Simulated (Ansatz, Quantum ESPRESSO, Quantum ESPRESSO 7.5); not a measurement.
## 1T-GeCl2, 1 layer: response to a perpendicular field

How does 1T-GeCl2, 1 layer respond to a gate-like field without added charge?

Calculated with Quantum ESPRESSO 7.5; plane-wave DFT, PBE, GBRV ultrasoft pseudopotentials (geometry and cross-check by Ansatz 0.2.0 with PAW datasets; geometry under PBE).

### Step 1. Set-up

The cell holds 3 atoms: 2 Cl and 1 Ge. Its edges and angles: a = 3.039 Å, b = 3.039 Å, c = 19.588 Å, α = 90.0°, β = 90.0°, γ = 120.0°. It derives from GeCl2. Vacuum lies along c.

This sheet is a model structure: its symmetry is held, and its stability is not tested here.

### Step 2. Geometry from Ansatz

The geometry comes first, from a plane-wave PAW code, so that the later runs on this slab share one structure.

Input file input.yaml:

```yaml
crystal:
  lattice:
    - [3.03854, 0.0, 0.0]
    - [-1.51927, 2.6314528304, 0.0]
    - [0.0, 0.0, 19.5883005154]
  atoms:
    - { symbol: Cl, position: [0.6666666667, 0.3333333333, 0.4339324891] }
    - { symbol: Ge, position: [0.0, 0.0, 0.5] }
    - { symbol: Cl, position: [0.3333333333, 0.6666666667, 0.5660675109] }
kpoints:
  mp_grid: { grid: [12, 12, 1] }
hamiltonian:
  xc: pbe
scf:
  occupations: { method: fermi_dirac, width: 0.05 }
  convergence: { dr2_threshold: 1.0e-08 }
efield:
  axis: 3
  dipole_correction: true
  ramp_position: 0.97
  ramp_width: 0.04
relax:
  f_tol: 0.01
  cell: { fix: [c, alpha, beta] }
output:
  write_potential: true
  write_density: true
  volumetric_format: npy
```

Started as:

```console
> ansatz run input.yaml --threads 4 --pin off --max-ram 8192MiB --backend cpu --events-out ev --progress --plain --runs-dir out
```

Numbers of over 12 decimals in the logs are rounded to 6 here.

Log:

```text
Warning: relax.cell: scf.convergence.dr2_threshold = 1e-8 eV is looser than the 3e-10 eV advised for a relaxation that steers and ends on the stress (1e-10 eV for each atom of the cell: 3). What an SCF threshold leaves in a stress goes as its square root, and in the free energy as the threshold itself, and one threshold admits the most on a small cell: [figures from the program's tests cut] Set scf.convergence.dr2_threshold to 3e-10 eV or tighter. The threshold is an SCF's pass mark: one that does not reach it within its budget of iterations ends unconverged, or closes short of it on a stop that the run arms, and scf.convergence.dr2_threshold's page says what that costs each kind of run
Engine: ansatz 0.2.0, aarch64-unknown-linux-gnu
Pseudopotentials: kind: paw
Pseudopotential: Cl, paw, valence charge 7, recommended cutoff 420 eV (normal), Cl.paw.azcp
Pseudopotential: Ge, paw, valence charge 14, recommended cutoff 420 eV (normal), Ge.paw.azcp
Functional definition: PBE
  parameter kappa = 0.804
  parameter beta = 0.066725
  exchange = pbe_x(kappa = kappa, mu = beta*pi^2/3)
  correlation = pbe_c(beta = beta)
Crystal: 3 atoms, lattice volume = 156.624 Å³
Basis set: ecut = 420 eV, 3041 PW (Γ), exchange–correlation on 48×48×270 points (8 copies of the dense FFT grid, shifted against one another)
Bands: 18, of which v1, the nominal top of the filled ones, is band 14 counted from 1 (13 counted from 0)
Symmetry: 6 space group operations
k-points: 19 of 144 (time reversal used)
Non-local potential: Cl, projectors of the file, l = 0: 2, l = 1: 2, l = 2: 2
Non-local potential: Ge, projectors of the file, l = 0: 2, l = 1: 2, l = 2: 3, l = 3: 1
PAW form: soft (Blöchl's): semilocal exchange-correlation on the pseudo side does not see the compensation charge
PAW one-centre angular grid: Cl, 110 points (default); XC on 64 Gauss nodes
PAW one-centre angular grid: Ge, 590 points (default); XC on 64 Gauss nodes
Initial density: superposition of atomic densities (neutral atoms: chi_scale 0, normalization atom), corrected by the library's trained network
Initial wavefunctions: pseudopotential atomic-orbital guess
Functional: x = pbe(κ = 0.804, μ = 0.219515), c = pbe(β = 0.066725)
SCF iter   1: F=—  HF=-6449.732942 eV  |F-HF|=—  |Δ(HF+E_count)|=         —  Δρ=5.12e-3  dr2=7.81e-2  ethr=1.77e-3  p=-0.000 e·Å  D=-1.22e-4 V/Å  ΔV_dip=0.00 eV  dr2_dipole=3.84e-9  V_vac-E_F(+/−)=1.34/1.34 eV  ⟨swp⟩=10.1  Hψ=2371  notcnv=0
efield: sawtooth ramp at fractional position 0.9700 (set: `efield.ramp_position`, or a place that a band, a saddle search or an elastic batch's reference lends), width 0.0400; the density the first Hamiltonian is built on has a dipole p = -0.000 e·Å; the dipole correction subtracts the counter field D = -1.22e-4 V/Å, which shifts the + side's vacuum level by +0.00 eV against the − side's; the planar-averaged density in the ramp window peaks in size at 2.3e-5 e/Å³
preconditioner: auto → none  [insulator: Δε(μ)=0.805 eV  Ē_g=19.135 eV  σ=0.050 eV  W_gap=1.00  n_scr=12 (ndim 8)  ℏωp=15.7 eV  f_vac=0.695  D(μ)=0.00/eV (n_scr^D=0)  ε∞_Penn≈1.7]
SCF iter   2: F=—  HF=-6449.718053 eV  |F-HF|=—  |Δ(HF+E_count)|=   1.49e-2  Δρ=3.42e-3  dr2=3.31e-2  ethr=2.79e-4  p=-0.000 e·Å  D=-7.53e-5 V/Å  ΔV_dip=0.00 eV  dr2_dipole=2.48e-7  V_vac-E_F(+/−)=2.10/2.10 eV  ⟨swp⟩=4.1  Hψ=1027  notcnv=0
SCF iter   3: F=—  HF=-6449.711066 eV  |F-HF|=—  |Δ(HF+E_count)|=   6.99e-3  Δρ=1.83e-3  dr2=3.30e-3  ethr=1.18e-4  p=0.000 e·Å  D=1.59e-4 V/Å  ΔV_dip=-0.00 eV  dr2_dipole=1.32e-6  V_vac-E_F(+/−)=1.87/1.87 eV  ⟨swp⟩=2.5  Hψ=534  notcnv=0
SCF iter   4: F=—  HF=-6449.711072 eV  |F-HF|=—  |Δ(HF+E_count)|=   6.17e-6  Δρ=5.89e-4  dr2=4.29e-4  ethr=1.18e-5  p=-0.001 e·Å  D=-8.57e-4 V/Å  ΔV_dip=0.02 eV  dr2_dipole=3.73e-5  V_vac-E_F(+/−)=1.99/1.97 eV  ⟨swp⟩=3.2  Hψ=671  notcnv=0
SCF iter   5: F=—  HF=-6449.711507 eV  |F-HF|=—  |Δ(HF+E_count)|=   4.36e-4  Δρ=4.46e-4  dr2=2.96e-3  ethr=1.53e-6  p=0.003 e·Å  D=3.87e-3 V/Å  ΔV_dip=-0.08 eV  dr2_dipole=7.40e-4  V_vac-E_F(+/−)=1.97/2.05 eV  ⟨swp⟩=2.9  Hψ=719  notcnv=0  defer=1  recentre
SCF iter   6: F=—  HF=-6449.711182 eV  |F-HF|=—  |Δ(HF+E_count)|=   3.26e-4  Δρ=1.14e-4  dr2=2.41e-5  ethr=1.53e-6  p=-0.000 e·Å  D=-2.25e-4 V/Å  ΔV_dip=0.00 eV  dr2_dipole=2.63e-6  V_vac-E_F(+/−)=2.02/2.01 eV  ⟨swp⟩=2.0  Hψ=430  notcnv=0
SCF iter   7: F=—  HF=-6449.711168 eV  |F-HF|=—  |Δ(HF+E_count)|=   1.39e-5  Δρ=3.39e-5  dr2=5.78e-6  ethr=8.60e-8  p=0.000 e·Å  D=1.84e-6 V/Å  ΔV_dip=-0.00 eV  dr2_dipole=2.93e-8  V_vac-E_F(+/−)=2.03/2.03 eV  ⟨swp⟩=2.5  Hψ=617  notcnv=0
SCF iter   8: F=—  HF=-6449.711202 eV  |F-HF|=—  |Δ(HF+E_count)|=   3.40e-5  Δρ=9.39e-6  dr2=1.49e-7  ethr=2.07e-8  p=0.000 e·Å  D=1.42e-5 V/Å  ΔV_dip=-0.00 eV  dr2_dipole=1.39e-9  V_vac-E_F(+/−)=2.02/2.02 eV  ⟨swp⟩=2.0  Hψ=444  notcnv=0
SCF iter   9: F=-6449.711202 eV  HF=-6449.711202 eV  |F-HF|=2.21e-9  |Δ(HF+E_count)|=   2.40e-9  Δρ=1.77e-6  dr2=5.08e-9  ethr=3.57e-11  p=0.000 e·Å  D=1.85e-5 V/Å  ΔV_dip=-0.00 eV  dr2_dipole=7.62e-11  V_vac-E_F(+/−)=2.02/2.02 eV  ⟨swp⟩=8.5  Hψ=2956  notcnv=0
SCF 1 converged in 9 iterations: F = -6449.711202 eV  dr2 = 5.08e-9
  greatest PAW one-centre occupation: 0.999 electrons in one spin orbital (limit 2), on the Ge atom at site 1 (counted from 0), in its partial waves of l = 2
relax step   1: F+E_penalty+E_count = -6449.71120175 eV  Δ(F+E_penalty+E_count) = +0.000e0 eV  max|allowed force component| = 7.425e0 eV/Å  Δτ_max = 0.0000 Å  P = +24.131 GPa  Ω = 156.624 Å³  fix = [c, alpha, beta]  reactions: c +19.660 GPa  (9 SCF iters, accepted)
Crystal: 3 atoms, lattice volume = 172.030 Å³
Basis set: ecut = 420 eV, 3377 PW (Γ), exchange–correlation on 48×48×270 points (8 copies of the dense FFT grid, shifted against one another)
Initial density: handed on by an earlier stage of this run
Initial wavefunctions: those handed on with the density
iter 1 solved again at ethr=9.30e-4 eV; its pass at ethr=3.10e-3 eV (dr2=2.60e-1 eV) is discarded
SCF iter   1: F=—  HF=-6453.562756 eV  |F-HF|=—  |Δ(HF+E_count)|=         —  Δρ=7.55e-3  dr2=2.62e-1  ethr=9.30e-4  p=0.000 e·Å  D=1.78e-5 V/Å  ΔV_dip=-0.00 eV  dr2_dipole=1.25e-10  V_vac-E_F(+/−)=2.77/2.77 eV  ⟨swp⟩=1.0  Hψ=2405  notcnv=0
[...]
relax step  10: F+E_penalty+E_count = -6456.28649430 eV  Δ(F+E_penalty+E_count) = -2.522e-2 eV  max|allowed force component| = 5.083e-2 eV/Å  Δτ_max = 0.0730 Å  P = -0.147 GPa  Ω = 266.634 Å³  energy of the carried Pulay correction = -1.180e-3 eV  fix = [c, alpha, beta]  reactions: c -0.089 GPa  (8 SCF iters, accepted)
relax step  11: F+E_penalty+E_count = -6456.28786028 eV  Δ(F+E_penalty+E_count) = -1.366e-3 eV  max|allowed force component| = 5.323e-2 eV/Å  Δτ_max = 0.0094 Å  P = +0.070 GPa  Ω = 263.344 Å³  energy of the carried Pulay correction = -1.043e-3 eV  fix = [c, alpha, beta]  reactions: c +0.096 GPa  (7 SCF iters, accepted)
relax step  12: F+E_penalty+E_count = -6456.28848263 eV  Δ(F+E_penalty+E_count) = -6.223e-4 eV  max|allowed force component| = 7.944e-4 eV/Å  Δτ_max = 0.0120 Å  P = -0.002 GPa  Ω = 263.149 Å³  energy of the carried Pulay correction = -1.035e-3 eV  fix = [c, alpha, beta]  reactions: c +0.003 GPa  (7 SCF iters, accepted)
Basis set: ecut = 420 eV, 5225 PW (Γ), exchange–correlation on 54×54×270 points (8 copies of the dense FFT grid, shifted against one another)
iter 1 solved again at ethr=4.58e-7 eV; its pass at ethr=3.10e-3 eV (dr2=1.28e-4 eV) is discarded
SCF iter   1: F=—  HF=-6456.256765 eV  |F-HF|=—  |Δ(HF+E_count)|=         —  Δρ=7.91e-4  dr2=5.21e-5  ethr=4.58e-7  p=0.000 e·Å  D=8.36e-6 V/Å  ΔV_dip=-0.00 eV  dr2_dipole=3.17e-11  V_vac-E_F(+/−)=5.66/5.66 eV  ⟨swp⟩=3.1  Hψ=2887  notcnv=0
efield: sawtooth ramp at fractional position 0.9700 (set: `efield.ramp_position`, or a place that a band, a saddle search or an elastic batch's reference lends), width 0.0400; the density the first Hamiltonian is built on has a dipole p = 0.000 e·Å; the dipole correction subtracts the counter field D = 8.36e-6 V/Å, which shifts the + side's vacuum level by -0.00 eV against the − side's; the planar-averaged density in the ramp window peaks in size at 8.2e-6 e/Å³
preconditioner: auto → Resta (q_TF=auto, 1.878 Å⁻¹)  ε∞=1.9  [insulator: Δε(μ)=2.620 eV  Ē_g=10.326 eV  σ=0.050 eV  W_gap=1.00  n_scr=28 (ndim 8)  ℏωp=9.7 eV  f_vac=0.687  D(μ)=0.00/eV (n_scr^D=0)  ε∞_Penn≈1.9  vacuum switching on, ρ_ref=7.7e-3 e/Å³]
SCF iter   2: F=—  HF=-6456.278950 eV  |F-HF|=—  |Δ(HF+E_count)|=   2.22e-2  Δρ=3.98e-4  dr2=1.56e-5  ethr=1.86e-7  p=0.000 e·Å  D=1.02e-5 V/Å  ΔV_dip=-0.00 eV  dr2_dipole=3.12e-11  V_vac-E_F(+/−)=5.67/5.67 eV  ⟨swp⟩=2.4  Hψ=598  notcnv=0
SCF iter   3: F=—  HF=-6456.287186 eV  |F-HF|=—  |Δ(HF+E_count)|=   8.24e-3  Δρ=1.67e-4  dr2=2.34e-6  ethr=5.57e-8  p=0.000 e·Å  D=8.09e-6 V/Å  ΔV_dip=-0.00 eV  dr2_dipole=5.54e-11  V_vac-E_F(+/−)=5.66/5.66 eV  ⟨swp⟩=2.1  Hψ=565  notcnv=0
SCF iter   4: F=—  HF=-6456.289180 eV  |F-HF|=—  |Δ(HF+E_count)|=   1.99e-3  Δρ=5.75e-5  dr2=3.69e-7  ethr=8.36e-9  p=0.000 e·Å  D=1.27e-5 V/Å  ΔV_dip=-0.00 eV  dr2_dipole=4.83e-10  V_vac-E_F(+/−)=5.66/5.66 eV  ⟨swp⟩=3.1  Hψ=727  notcnv=0
SCF iter   5: F=—  HF=-6456.289521 eV  |F-HF|=—  |Δ(HF+E_count)|=   3.41e-4  Δρ=1.11e-5  dr2=3.41e-8  ethr=1.32e-9  p=0.000 e·Å  D=1.51e-6 V/Å  ΔV_dip=-0.00 eV  dr2_dipole=2.40e-9  V_vac-E_F(+/−)=5.66/5.66 eV  ⟨swp⟩=2.2  Hψ=651  notcnv=0
SCF iter   6: F=—  HF=-6456.289544 eV  |F-HF|=—  |Δ(HF+E_count)|=   2.29e-5  Δρ=2.26e-6  dr2=1.69e-8  ethr=3.57e-11  p=0.000 e·Å  D=1.59e-5 V/Å  ΔV_dip=-0.00 eV  dr2_dipole=1.79e-9  V_vac-E_F(+/−)=5.66/5.66 eV  ⟨swp⟩=13.2  Hψ=2672  notcnv=0
SCF iter   7: F=-6456.289546 eV  HF=-6456.289546 eV  |F-HF|=1.24e-7  |Δ(HF+E_count)|=   1.67e-6  Δρ=7.94e-7  dr2=5.59e-9  ethr=3.57e-11  p=0.000 e·Å  D=5.67e-6 V/Å  ΔV_dip=-0.00 eV  dr2_dipole=5.26e-10  V_vac-E_F(+/−)=5.66/5.66 eV  ⟨swp⟩=10.7  Hψ=2234  notcnv=0
SCF 13 converged in 7 iterations: F = -6456.289546 eV  dr2 = 5.59e-9
relax step  13: F+E_penalty+E_count = -6456.28954579 eV  Δ(F+E_penalty+E_count) = -1.063e-3 eV  max|allowed force component| = 6.762e-4 eV/Å  Δτ_max = 0.0000 Å  P = +0.002 GPa  Ω = 263.149 Å³  fix = [c, alpha, beta]  reactions: c +0.001 GPa  stress off target by 2.33e-3 GPa on what of the cell is left free  SCF on the basis re-selected at this cell (its energy is not comparable with the rows above)  (7 SCF iters)
basis re-selected at this cell: Δ(F+E_penalty+E_count) = -1.063e-3 eV, ΔP = +0.004 GPa vs the last step (what re-selecting the basis moved, of the pressure what is left beyond the Pulay correction that the steps carried, after the strain that the cell walked since its last selection, with what the two solves' SCF thresholds leave and, on support functions, any second-order correction that the steps lacked; it is no measure of the basis error at this ecutwfc). The dense FFT grid was sized anew with the basis: this SCF ran on 27×27×135 points, the steps before it on 25×25×135, so part of this shift can come from that change (see relax.cell in the input reference). [rest of the remark cut]
WARN: The output density's exchange-correlation potential varies sharply where the density is thin. Do not read a vacuum level from v_tot or v_xc, or from such a field of the output density. On a cell that repeats whose density bears no net charge and no dipole along the vacuum's axis use v_es (v_loc + v_h of the components); under efield.dipole_correction with no amplitude use v_es + v_field, which holds any externa [...]
SCF converged after 7 iterations
Free energy (F): -6456.289546 eV
Harris-Foulkes:  -6456.289546 eV  (|F-HF|=1.24e-7)
Internal energy: -6456.289546 eV  (E = F + TS)
E sigma→0 (E₀):  -6456.289546 eV
Fermi energy:    -2.702145 eV
Dipole field:    D = 0.000033 V/Å  (p = 0.000047 e·Å, saw-weighted, corrected)
Work function:   Φ+ = 5.6628 eV   Φ− = 5.6634 eV
Levels:          The Fermi level and band energies are counted from a zero that moves with the ramp; work functions are not
--- Per-component energies (eV) ---
  E_band       = -446.285883
  E_kinetic    = 428.135397
  E_local      = -13934.866305  (includes V_loc(G=0)·N_el)
  E_nonlocal   = 468.156212
  E_hartree    = 6594.614718
  E_xc         = -288.241610
  E_vxc        = -306.060430  (∫ρ·V_xc dr)
  E_paw        = -3329.785922  (= ΣΔE_a)
  E_vpaw       = -290.885596  (= ΣTr[D̂ρ^β])
  E_aug_tail   = 0.000519  (compensation charges beyond the density's cutoff)
  E_efield     = 0.000000  (sawtooth field / dipole correction)
  E_vefield    = -0.000179  (∫n·V_field dr)
  E_ewald      = 3605.697445
  E_smearing   = -0.000000  (= −TS)
  E_closure    = -0.000000  (closes the sum)
  Σ components = -6456.289546   (vs F -6456.289546, Δ=0.00e0)
--- Forces (eV/Å), atoms counted from 1 ---
  atom   1  Cl     0.00000000     0.00000000    -0.00067515
  atom   2  Ge     0.00000000    -0.00000000     0.00005237
  atom   3  Cl    -0.00000000    -0.00000000     0.00062593
  max |Σ_I F_I| component: 3.15e-6 eV/Å
--- Stress (GPa, compression-positive) ---
        0.002326       0.000000      -0.000000
        0.000000       0.002326       0.000000
       -0.000000       0.000000       0.001214
  P = ⅓ Tr σ = 0.0020 GPa (0.020 kbar)
--- Band table (eV; the first three rows and the last of 19) ---
  k-point 0: bands = [... 10 lower, -5.7647, -5.7647, -5.7198, -4.7182, -1.4559, -0.0380, -0.0380, 2.4590]
  k-point 1: bands = [... 10 lower, -5.8539, -5.7108, -5.6830, -4.5306, -1.2459, -0.0993, 0.0351, 2.5836]
  k-point 2: bands = [... 10 lower, -6.1290, -5.7015, -5.6419, -4.2913, -0.8540, -0.0535, 0.2203, 2.8547]
  k-point 18: bands = [... 10 lower, -7.1247, -5.7777, -5.7776, -4.0736, 0.5797, 0.5797, 0.9327, 4.6398]
--- Relaxed structure (11 steps of the walk, 11 accepted, 2 SCFs on fresh bases) ---
  F+E_penalty+E_count = -6456.28954579 eV   max|allowed force component| = 6.762e-4 eV/Å   (the final SCF, on the basis selected at the relaxed cell)
  cell:  # Å, volume = 263.1494 Å³
    - [3.938560, 0, 0]
    - [-1.969280, 3.410893, 0]
    - [0, 0, 19.5883005154]
  atoms:
    - { symbol: Cl, position: [0.666667, 0.333333, 0.424919] }
    - { symbol: Ge, position: [0, 0, 0.500000] }
    - { symbol: Cl, position: [0.333333, 0.666667, 0.575081] }
```

The job ended after 23 s (4 threads of Arm Neoverse V1, shared host; peak memory 0.53 GiB).

The steps of the relaxation:

```
step  energy less that of the first step (eV)  largest force component (eV/Å)  pressure (GPa)  volume (Å³)
   1                                   0.0000                          7.4251           24.13       156.62
   2                                  -3.8077                          3.8918           12.63       172.03
   3                                  -5.6479                          1.0663            4.86       188.84
   4                                  -6.1205                          0.3595            2.30       205.96
   5                                  -6.3280                          0.0594            0.68       223.77
   6                                  -6.3595                          0.0052           -0.13       235.47
   7                                  -6.3598                          0.0002           -0.06       234.46
  8*                                  -6.4890                          0.0002            0.72       234.46
   9                                  -6.5501                          0.0185            0.35       246.59
  10                                  -6.5753                          0.0508           -0.15       266.63
  11                                  -6.5767                          0.0532            0.07       263.34
  12                                  -6.5773                          0.0008            0.00       263.15
 13*                                  -6.5783                          0.0007            0.00       263.15
```

Relaxation steps marked * repeat the geometry before them on a plane-wave basis chosen anew for their cell, so energy and pressure can jump there.

Forces are held to the 6 operations that the run works with; a distortion that breaks them can't arise in this run.

```
cell as run  before  after   change
      a (Å)   3.039  3.939  +29.6 %
      b (Å)   3.039  3.939  +29.6 %
```

The atoms that moved most (Å, along periodic axes as changes of fractional coordinates times the final cell, across vacuum about the mean position):

```
atom     dx     dy      dz  length
 Cl1  0.000  0.000  -0.177   0.177
 Cl3  0.000  0.000   0.177   0.177
```

The relaxed structure:

```cif
data_structure
_symmetry_space_group_name_H-M 'P 1'
_symmetry_Int_Tables_number 1
_cell_length_a 3.9386
_cell_length_b 3.9386
_cell_length_c 19.5883
_cell_angle_alpha 90.000
_cell_angle_beta 90.000
_cell_angle_gamma 120.000
_cell_volume 263.15
loop_
_atom_site_label
_atom_site_type_symbol
_atom_site_fract_x
_atom_site_fract_y
_atom_site_fract_z
_atom_site_occupancy
Cl1 Cl 0.66667 0.33333 0.42492 1
Ge2 Ge 0.00000 0.00000 0.50000 1
Cl3 Cl 0.33333 0.66667 0.57508 1
```

This step gave:

- free energy: -6456.2895 eV
- Fermi energy: -2.702 eV
- gap by band count: 2.618 eV
- symmetry operations: 6
- dipole along the normal: 4.73e-5 e·Å
- vacuum level at the upper face over a Fermi level inside the gap: 5.663 eV
- vacuum level at the lower face over a Fermi level inside the gap: 5.663 eV

[end of part 1 of 6]

[Logs are printed without paths, hosts, clocks, repeated set-up lines and the standing remarks that a program may print on its own settings, such as how far it seeks lower states.]

[Hosts, paths, dates, database ids (printed as entryN), source tags and the programs' standing remarks are cut or masked in the printed files.]

[Maps of the electrostatic potential energy from Ansatz leave out the sawtooth potential of an applied field or a dipole correction, so their vacuum need not be flat; planar profiles and work functions include it.]
